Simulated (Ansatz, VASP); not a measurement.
Mg: VASP beside Ansatz

```
Mg
1.0
    -1.83599    1.83599    1.67940
     1.83599   -1.83599    1.67940
     1.83599    1.83599   -1.67940
Mg
1
Direct
  0.00000 0.00000 0.00000
```

This isn't the form of Mg at room conditions, which is hcp.

Alike in both runs: task relaxation of cell and atoms; functional revPBE; k mesh 11 × 11 × 11; occupations fermi-dirac, width 0.05 eV; no spin polarisation.

|  | VASP | Ansatz |
| --- | --- | --- |
| version | VASP 6.6.1 | Ansatz 0.2.0 |
| potentials or method | VASP PAW PBE potentials, release 64 (Mg) | Ansatz PAW |
| plane-wave cutoff (eV) | 600 | 420 |
| valence electrons in the cell | 2 | 10 |

Ansatz gave:

| Quantity | Value |
| --- | --- |
| gap on the k mesh at the Fermi level, each at its own relaxed structure (eV) | none |
| relaxed volume (Å³/atom) | 23.46 |
| relaxed cell length with the largest relative difference (Å) | 3.124 |
| energy change over the relaxation (meV/atom) | -7 |

Q: What did VASP give for the same quantities?

A: gap on the k mesh at the Fermi level, each at its own relaxed structure (eV): none; relaxed volume (Å³/atom): 23.33; relaxed cell length with the largest relative difference (Å): 3.118; energy change over the relaxation (meV/atom): -6.

A gap of «none» marks a metal or a gap that the smearing closes. The two sets of potentials don't hold the same shells in valence.

Caveats: the PAW data sets were made with another functional, which shifts forces and pressure a little (VASP); the plane-wave basis is chosen anew once the cell has moved, so the energies of steps on either side of that aren't comparable (Ansatz); the PAW data sets come from PBE, with cores solved anew for the run's functional, which leaves a small shift of forces and pressure (Ansatz).
